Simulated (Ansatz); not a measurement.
# HfO2: the cost of one run

Method: DFT PBE, scalar-relativistic, plane waves, PAW, in Ansatz 0.2.0.

5 further runs of the same task are left out: 3 that didn't finish, 2 set aside as unsound or not needed.

**1. The starting structure**

It takes space group P4_2/nmc (No. 137, tetragonal). The conventional cell has a = 3.604 Å, b = 3.604 Å, c = 5.264 Å, α = 90.00°, β = 90.00°, γ = 90.00°. Hf (site symmetry -4m2) has 4 O at 2.07 Å as nearest neighbours. O (site symmetry 2mm) has 2 Hf at 2.07 Å as nearest neighbours.

As a file:

```cif
data_structure
_symmetry_space_group_name_H-M 'P 1'
_symmetry_Int_Tables_number 1
_cell_length_a 3.6043
_cell_length_b 3.6043
_cell_length_c 5.2640
_cell_angle_alpha 90.000
_cell_angle_beta 90.000
_cell_angle_gamma 90.000
_cell_volume 68.38
loop_
_atom_site_label
_atom_site_type_symbol
_atom_site_fract_x
_atom_site_fract_y
_atom_site_fract_z
_atom_site_occupancy
Hf1 Hf 0.50000 0.50000 0.50000 1
Hf2 Hf 0.00000 0.00000 0.00000 1
O1 O 0.00000 0.50000 0.69325 1
O2 O 0.50000 0.00000 0.80675 1
O3 O 0.50000 0.00000 0.30675 1
O4 O 0.00000 0.50000 0.19325 1
```

It goes back to an entry of the Materials Project, which need not be the stable form.

It is the result of an earlier relaxation at this level (volume 11.40 Å³/atom; gap on the mesh: 4.67 eV).

**2. The undisturbed cell**

Contents of input.yaml:

```yaml
crystal:
  lattice:
    - [3.604304784, 0.0, 0.0]
    - [0.0, 3.604304784, 0.0]
    - [0.0, 0.0, 5.2639672632]
  atoms:
    - { symbol: Hf, position: [0.5, 0.5, 0.5] }
    - { symbol: Hf, position: [0.0, 0.0, 0.0] }
    - { symbol: O, position: [0.0, 0.5, 0.6932520948] }
    - { symbol: O, position: [0.5, 0.0, 0.8067479052] }
    - { symbol: O, position: [0.5, 0.0, 0.3067479052] }
    - { symbol: O, position: [0.0, 0.5, 0.1932520948] }
basis:
  ecutwfc: 420
kpoints:
  mp_grid: { grid: [6, 6, 4] }
hamiltonian:
  xc: pbe
scf:
  occupations: { method: gaussian, width: 0.05 }
output:
  forces: true
  stress: true
  eigenvalues: true
```

Launch:

```bash
ansatz run input.yaml --threads 1 --pin off --max-ram 2560MiB --backend cpu --events-out ev --progress --plain --runs-dir out
```

What time and memory should one allow on 1 thread of Arm Neoverse V2, shared host?

About 4.3 s, with a peak of 0.36 GiB.
